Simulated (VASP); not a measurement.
```
CELL_PARAMETERS angstrom
0.00000 2.73150 2.73150
2.73150 0.00000 2.73150
2.73150 2.73150 0.00000
ATOMIC_POSITIONS crystal
Al 0.00000 0.00000 0.00000
P 0.25000 0.25000 0.25000
```

```yaml
orbitals: LDA
datasets: PAW potentials of the _GW family
k_mesh: 6×6×6
bands_in_all: 411
response_cutoff: 180 eV
wave_cutoff: 318.8 eV
frequencies: real axis, 200 points
long-wave_heads: k·p
q_→_0_term: probe-charge (Ewald) weight
potentials: Al_GW, P_GW
band_sums: cut at the band count
```

Program: VASP. The Kohn-Sham gap (from Γ to X) is 1.44 eV and the electronic dielectric constant on this mesh 8.9.

Question: Estimate the linearised G0W0 gap between these edges.

Answer: 2.35 eV, a change of +0.90 eV. The valence edge moves by -0.66 eV (Z = 0.76) and the conduction edge by +0.24 eV (Z = 0.79).

Band sums or response are cut, so the gap isn't at its basis limit. The gap is read among the points solved; the crystal's band edges can lie elsewhere. Meshes this coarse can overestimate the dielectric constant by a tenth and more.
